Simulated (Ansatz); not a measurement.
Ti: strain energy, fitted

Ti, P6_3/mmc, a = 2.900 Å, c = 4.591 Å. Ansatz: PBEsol, PAW, 420 eV, Γ-centred 24×24×12 mesh on 2 atoms, Gaussian smearing 0.10 eV; no spin polarisation. Series: biaxial strain in the a-b plane, c and atoms relaxed; x is the strain in per cent. y is the free energy over the unstrained cell, V0 = 16.724 Å³/atom.

| x (%) | y (meV/atom) |
| --- | --- |
| -3.0 | 20.16 |
| -2.0 | ? |
| -1.0 | 2.29 |
| 0.0 | 0.00 |
| 1.0 | 2.03 |
| 2.0 | 8.14 |
| 3.0 | 18.05 |

Fit y = c2 x² + c3 x³ to the other rows, turn c2 into a modulus, and predict the missing energy.

Least squares on the rows shown. y = 2.1224 x² − 0.039387 x³. In eV per unit strain² c2 is 21.22; M is the biaxial modulus (E = M V0 ε²): 21.22 × 160.2 / (16.724) = 203 GPa. At x = -2.0 the fit asked for gives 8.80 meV/atom. The run gave 9.01 meV/atom, so the fit is 0.21 meV/atom too low, 1 % of the span of the series, against an rms of 0.06 meV/atom on the fitted rows. With a term in x⁴ added, a fit to the same known rows predicts 8.80 meV/atom, no real gain.

Cost: 7 runs of about 5 core-minutes in all, on Arm Neoverse V2 (shared hosts).